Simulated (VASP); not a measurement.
# Cs (Im-3m) in VASP: a series of runs

One crystal, Cs, is run at these levels: PBE; tasks: single point.

Program: VASP 6.6.1. These are calculated values, not measurements. Logs are shortened: lines on timing, memory, paths and dates and some standing lists are left out, and cuts for length are marked.

### Step 1. Starting point

It takes space group Im-3m (No. 229, cubic). The conventional cell has a = 6.257 Å, b = 6.257 Å, c = 6.257 Å, α = 90.00°, β = 90.00°, γ = 90.00°.

### Step 2. Single point, PBE

File INCAR:

```
ADDGRID  = False        
ALGO     = Normal         # electronic algorithm
EDIFF    = 1E-6           # SCF threshold, eV
ENCUT    = 450            # plane-wave cutoff, eV
GGA      = PE             # functional
ISIF     = 2              # what is computed and relaxed
ISMEAR   = 0              # smearing method
LASPH    = False          # aspherical terms in the spheres
LCHARG   = False          # write CHGCAR
LREAL    = False          # projectors in reciprocal space
LWAVE    = False          # write WAVECAR
NBANDS   = 10             # bands
NELM     = 100            # most SCF steps
PREC     = Accurate       # precision mode
SIGMA    = 0.15           # smearing width, eV
```

File KPOINTS:

```
k-points
0
Gamma
  6 6 6
```

File POSCAR:

```
Cs
1.0
   -3.1284650614      3.1284650614      3.1284650614
    3.1284650614     -3.1284650614      3.1284650614
    3.1284650614      3.1284650614     -3.1284650614
Cs
1
Direct
    0.0000000000      0.0000000000      0.0000000000
```

Potentials or basis: VASP PAW PBE potentials, release 64 (Cs_sv).

On the command line:

```sh
cat potpaw_PBE.64/Cs_sv/POTCAR > POTCAR
mpirun -np 1 vasp_std > vasp.out
```

OUTCAR:

```text
EDIFF = 1E-6
   ENCUT = 450
   GGA = PE
   ISIF = 2
   ISMEAR = 0
   LASPH = False
   LREAL = False
   NELM = 100
   PREC = Accurate

 Found     16 irreducible k-points:

 Following reciprocal coordinates:
            Coordinates               Weight
  0.000000  0.000000  0.000000      1.000000
  0.166667  0.000000  0.000000     12.000000
  0.333333  0.000000  0.000000     12.000000
  0.500000  0.000000  0.000000      6.000000
  0.166667  0.166667  0.000000     24.000000
  0.333333  0.166667  0.000000     48.000000
   k-points           NKPTS =     16   k-points in BZ     NKDIM =     16   number of bands    NBANDS=     10
   number of dos      NEDOS =    301   number of ions     NIONS =      1
   total plane-waves  NPLWV =  64000
   dimension x,y,z NGX =    40 NGY =   40 NGZ =   40
   dimension x,y,z NGXF=    80 NGYF=   80 NGZF=   80
   ions per type =               1
   NGX,Y,Z   is equivalent  to a cutoff of  12.27, 12.27, 12.27 a.u.
   NGXF,Y,Z  is equivalent  to a cutoff of  24.54, 24.54, 24.54 a.u.
 SYSTEM =  unknown system
   PREC   = accura    normal or accurate (medium, high low for compatibility)
   ISTART =      0    job   : 0-new  1-cont  2-samecut
   ICHARG =      2    charge: 1-file 2-atom 10-const
   ISPIN  =      1    spin polarized calculation?
   LNONCOLLINEAR =      F non collinear calculations
   LSORBIT =      F    spin-orbit coupling
   LASPH  =      F    aspherical Exc in radial PAW
   ENCUT  =  450.0 eV  33.07 Ry    5.75 a.u.   9.37  9.37  9.37*2*pi/ulx,y,z
   NELM   =    100;   NELMIN=  2; NELMDL= -5     # of ELM steps
   EDIFF  = 0.1E-05   stopping-criterion for ELM
   LREAL  =      F    real-space projection
   EDIFFG = 0.1E-04   stopping-criterion for IOM
   NSW    =      0    number of steps for IOM
   IBRION =     -1    ionic relax: 0-MD 1-quasi-New 2-CG
   NFREE  =      0    steps in history (QN), initial steepest desc. (CG)
   ISIF   =      2    stress and relaxation
   ISYM   =      2    0-nonsym 1-usesym 2-fastsym
   POTIM  = 0.5000    time-step for ionic-motion
   TEBEG  =    0.0;   TEEND  =   0.0 temperature during run
   PSTRESS=    0.0 pullay stress
   NELECT =       9.0000    total number of electrons
   NUPDOWN=      -1.0000    fix difference up-down
   EMIN   =  10.00;   EMAX   =-10.00  energy-range for DOS
   EFERMI =   0.00;   METHOD = LEGACY
   ISMEAR =     0;   SIGMA  =   0.15  broadening in eV -4-tet -1-fermi 0-gaus
   EFERMI_NEDOS =   21; number of points for ismear=-14 and -15
   IALGO  =     38    algorithm
   IMIX   =      4    mixing-type and parameters
     AMIX     =   0.40;   BMIX     =  1.00
     AMIX_MAG =   1.60;   BMIX_MAG =  1.00
  volume/ion in A,a.u.               =     122.48       826.51
  Fermi-wavevector in a.u.,A,eV,Ry     =   0.685706  1.295796  6.397353  0.470192
  Thomas-Fermi vector in A             =   1.765724
   LORBIT       =      0    0 simple, 1 ext, 2 COOP (PROOUT), +10 PAW based schemes
   GGA     = PE    functional components
   LHFCALC =     F    Hartree Fock is set to
   AEXX    =    0.0000 exact exchange contribution
   IVDW    =     0    specifies the selected vdW correction
   LEPSILON=     F    determine dielectric tensor
   LRPA    =     F    only Hartree local field effects (RPA)
 non-spin polarized calculation
 Gauss-broadening in eV      SIGMA  =   0.15
  energy-cutoff  :      450.00
  volume of cell :      122.48
 maximum number of plane-waves:      2718
 NGX is ok and might be reduce to    40
   NGX = 19   NGY = 19   NGZ = 19

 number of electron       8.9999999 magnetization

 Free energy of the ion-electron system (eV)
  ---------------------------------------------------
  ext. energy  EPLUGINS =         0.00000000
  ---------------------------------------------------
  free energy    TOTEN  =        -0.84987709 eV

  energy without entropy =       -0.82745578  energy(sigma->0) =       -0.83866644

 E-fermi :   0.3038     XC(G=0):  -5.2513

 val. band max:        0.1830683141   @ k =   0.1667   0.1667   0.1667
 cond. band min:       0.3252191562   @ k =   0.3333   0.1667   0.0000
 fundamental gap:      0.1421508421
 Fermi energy:         0.3037756565

 k-point     1 :       0.0000    0.0000    0.0000
  band No.  band energies     occupation
      1     -23.5912      2.00000
      2     -10.3435      2.00000
      3     -10.3435      2.00000
      4     -10.3435      2.00000
      5      -1.3123      2.00000
      6       2.7554      0.00000
      7       2.7554      0.00000
      8       2.7554      0.00000
      9       3.5702      0.00000
     10       3.5702      0.00000

 k-point     2 :       0.1667    0.0000    0.0000
  band No.  band energies     occupation
      1     -23.5900      2.00000
      2     -10.3717      2.00000
      3     -10.3528      2.00000
      4     -10.3435      2.00000
      5      -1.0296      2.00000
      6       2.4147      0.00000
      7       2.4866      0.00000
      8       3.0395      0.00000
      9       3.3578      0.00000
     10       3.5410      0.00000

 k-point     3 :       0.3333    0.0000    0.0000
  band No.  band energies     occupation
      1     -23.5875      2.00000
      2     -10.4268      2.00000
      3     -10.3714      2.00000
      4     -10.3435      2.00000
      5      -0.2904      2.00000
      6       1.6330      0.00000
      7       2.1018      0.00000
      8       3.4916      0.00000
      9       3.6717      0.00000
     10       3.8560      0.00000

 k-point     4 :       0.5000    0.0000    0.0000
  band No.  band energies     occupation
      1     -23.5863      2.00000
      2     -10.4536      2.00000
      3     -10.3806      2.00000
      4     -10.3435      2.00000
      5       0.3612      0.58796
      6       1.1132      0.00000
      7       1.9500      0.00000
      8       3.3863      0.00000
      9       3.9900      0.00000
     10       4.5043      0.00000

 k-point     5 :       0.1667    0.1667    0.0000
  band No.  band energies     occupation
      1     -23.5882      2.00000
      2     -10.4091      2.00000
      3     -10.3644      2.00000
      4     -10.3499      2.00000
      5      -0.5093      2.00000
      6       1.9128      0.00000
      7       2.1168      0.00000
      8       3.2643      0.00000
      9       3.5434      0.00000
     10       3.8346      0.00000

 k-point     6 :       0.3333    0.1667    0.0000
  band No.  band energies     occupation
      1     -23.5863      2.00000
      2     -10.4398      2.00000
      3     -10.3862      2.00000
      4     -10.3522      2.00000
      5       0.3252      0.83978
      6       1.3110      0.00000
      7       1.8232      0.00000
      8       3.3113      0.00000
      9       3.8126      0.00000
     10       4.2356      0.00000

 [... further k-points ...]
[... 5 lines left out ...]
  --------------------------------------------------------------------------------------
  -------------------------------------------------------------------------------------
  Total       -0.0631275     -0.0631275     -0.0631275     -0.0000000     -0.0000000      0.0000000
  in kB       -0.8258010     -0.8258010     -0.8258010     -0.0000000     -0.0000000      0.0000000
  external PRESSURE =      -0.8258010 kB  Pullay stress =       0.0000000 kB

 VOLUME and BASIS-vectors are now :
 -----------------------------------------------------------------------------
  energy-cutoff  :      450.00
  volume of cell :      122.48
      direct lattice vectors                 reciprocal lattice vectors
    -3.128465061  3.128465061  3.128465061     0.000000000  0.159822785  0.159822785
     3.128465061 -3.128465061  3.128465061     0.159822785  0.000000000  0.159822785
     3.128465061  3.128465061 -3.128465061     0.159822785  0.159822785  0.000000000

 POSITION                                       TOTAL-FORCE (eV/Angst)
 -----------------------------------------------------------------------------------
      0.00000      0.00000      0.00000         0.000000     -0.000000      0.000000
 -----------------------------------------------------------------------------------
    total drift:                               -0.000000     -0.000000     -0.000000

  FREE ENERGIE OF THE ION-ELECTRON SYSTEM (eV)
  ---------------------------------------------------
  free  energy   TOTEN  =        -0.8498770922 eV

  energy  without entropy=       -0.8274557833  energy(sigma->0) =       -0.83866644
```

Wall time 9.1 s (1 thread of Intel Xeon Platinum 8375C at 2.90GHz (Ice Lake), shared host); peak memory 0.22 GiB.

The run converged, but some of its settings lie outside the range that counts as converged, so its numbers aren't taken as properties of the crystal.

Results:

```
Free energy            : -0.8499 eV
Pressure               : -0.1 GPa
Band gap on the k mesh : none (metal or under the smearing width)
```

### Step 3. Single point, PBE

File INCAR:

```
ADDGRID  = False        
ALGO     = Normal         # electronic algorithm
EDIFF    = 1E-4           # SCF threshold, eV
ENCUT    = 450            # plane-wave cutoff, eV
GGA      = PE             # functional
ISIF     = 2              # what is computed and relaxed
ISMEAR   = 0              # smearing method
LASPH    = True           # aspherical terms in the spheres
LCHARG   = False          # write CHGCAR
LREAL    = Auto         
LWAVE    = False          # write WAVECAR
NBANDS   = 10             # bands
NELM     = 100            # most SCF steps
PREC     = Normal         # precision mode
SIGMA    = 0.15           # smearing width, eV
```

KPOINTS is that of step 2.

POSCAR is that of step 2.

Potentials or basis: VASP PAW PBE potentials, release 64 (Cs_sv).

On the command line:

```sh
cat potpaw_PBE.64/Cs_sv/POTCAR > POTCAR
mpirun -np 1 vasp_std > vasp.out
```

It took 4.3 s on 1 thread of Intel Xeon Platinum 8375C at 2.90GHz (Ice Lake), shared host; peak memory 0.15 GiB.

The run converged, but some of its settings lie outside the range that counts as converged, so its numbers aren't taken as properties of the crystal.

Results:

| Property | Result |
| --- | --- |
| Free energy | -0.8501 eV |
| Pressure | -0.1 GPa |
| Band gap on the k mesh | none (metal or under the smearing width) |

### Step 4. Single point, PBE

File INCAR:

```
ADDGRID  = False        
ALGO     = Normal         # electronic algorithm
EDIFF    = 1E-6           # SCF threshold, eV
ENCUT    = 700            # plane-wave cutoff, eV
GGA      = PE             # functional
ISIF     = 2              # what is computed and relaxed
ISMEAR   = 0              # smearing method
LASPH    = True           # aspherical terms in the spheres
LCHARG   = False          # write CHGCAR
LREAL    = False          # projectors in reciprocal space
LWAVE    = False          # write WAVECAR
NBANDS   = 10             # bands
NELM     = 100            # most SCF steps
PREC     = Accurate       # precision mode
SIGMA    = 0.15           # smearing width, eV
```

File KPOINTS:

```
k-points
0
Gamma
  5 5 5
```

POSCAR is that of step 3.

On the command line:

```sh
cat potpaw_PBE.64/Cs_sv/POTCAR > POTCAR
mpirun -np 1 vasp_std > vasp.out
```

It took 12 s on 1 thread of Intel Xeon Platinum 8375C at 2.90GHz (Ice Lake), shared host; peak memory 0.29 GiB.

These settings aren't checked as converged: the numbers below hold their error.

What came out:

* Free energy: -0.8632 eV
* Pressure: -0.1 GPa
* Band gap on the k mesh: none (metal or under the smearing width)

### Step 5. Single point, PBE

Changes to INCAR since step 4:

```diff
@@ -3,3 +3,3 @@
 EDIFF    = 1E-6           # SCF threshold, eV
-ENCUT    = 700            # plane-wave cutoff, eV
+ENCUT    = 550            # plane-wave cutoff, eV
 GGA      = PE             # functional
```

File KPOINTS:

```
k-points
0
Gamma
  6 6 6
```

POSCAR is that of step 4.

On the command line:

```sh
cat potpaw_PBE.64/Cs_sv/POTCAR > POTCAR
mpirun -np 1 vasp_std > vasp.out
```

Wall time 14 s (1 thread of Intel Xeon Platinum 8375C at 2.90GHz (Ice Lake), shared host); peak memory 0.24 GiB.

The run converged, but some of its settings lie outside the range that counts as converged, so its numbers aren't taken as properties of the crystal.

Results:

| Item | Value |
| --- | --- |
| Free energy | -0.8499 eV |
| Pressure | -0.1 GPa |
| Band gap on the k mesh | none (metal or under the smearing width) |
